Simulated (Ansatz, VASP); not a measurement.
ZnS in VASP and in Ansatz

Contents of INCAR:

```
PREC     = Accurate       # precision mode
ENCUT    = 520            # plane-wave cutoff, eV
EDIFF    = 1E-6           # SCF threshold, eV
ISMEAR   = -1             # smearing method
SIGMA    = 0.1            # smearing width, eV
LREAL    = F              # projectors in reciprocal space
LASPH    = T              # aspherical terms in the spheres
NELM     = 80             # most SCF steps
ALGO     = Normal         # electronic algorithm
ISIF     = 2              # what is computed and relaxed
LWAVE    = F              # write WAVECAR
LCHARG   = T              # write CHGCAR
GGA      = PE             # functional
LELF     = T              # ELF
LVHAR    = T            
NBANDS   = 16             # bands
```

Contents of KPOINTS:

```
Automatic mesh
0
Gamma
  15 15 15
```

POSCAR

```
ZnS
1.0
    2.6197480954      0.0000000000      0.0000000000
    0.0000000000      2.6197480954      0.0000000000
    0.0000000000      0.0000000000      2.6197480954
Zn S
1 1
Direct
    0.0000000000      0.0000000000      0.0000000000
    0.5000000000      0.5000000000      0.5000000000
```

Input for Ansatz:

```yaml
crystal:
  lattice:
    - [2.6197480954, 0.0, 0.0]
    - [0.0, 2.6197480954, 0.0]
    - [0.0, 0.0, 2.6197480954]
  atoms:
    - { symbol: Zn, position: [0.0, 0.0, 0.0] }
    - { symbol: S, position: [0.5, 0.5, 0.5] }
kpoints:
  mp_grid: { grid: [15, 15, 15] }
scf:
  occupations: { method: fermi_dirac, width: 0.1 }
hamiltonian:
  xc: pbe
  pseudopotentials: { kind: nc }
output:
  forces: true
  stress: true
  eigenvalues: true
```

Change from the starting cell: volume scaled by 0.55, norm-conserving files.

Alike in both runs: task single point; functional PBE; k mesh 15 × 15 × 15; occupations fermi-dirac, width 0.1 eV; no spin polarisation.

|  | VASP | Ansatz |
| --- | --- | --- |
| version | VASP 6.6.1 | Ansatz 0.2.0 |
| potentials or method | VASP PAW PBE potentials, release 64 (Zn, S) | norm-conserving pseudopotentials, scalar-relativistic |
| plane-wave cutoff (eV) | 520 | 1143 |
| valence electrons in the cell | 18 | 26 |

Ansatz gave:

- pressure (GPa): 168.4

Problem. Estimate VASP's values.

Solution. Pressure (GPa): 169.9.

The two sets of potentials don't hold the same shells in valence.

Caveats: the cell as given lies far from equilibrium; so large a pressure means that the cell lies far from this level's equilibrium, or that cutoff or potentials fall short (VASP).
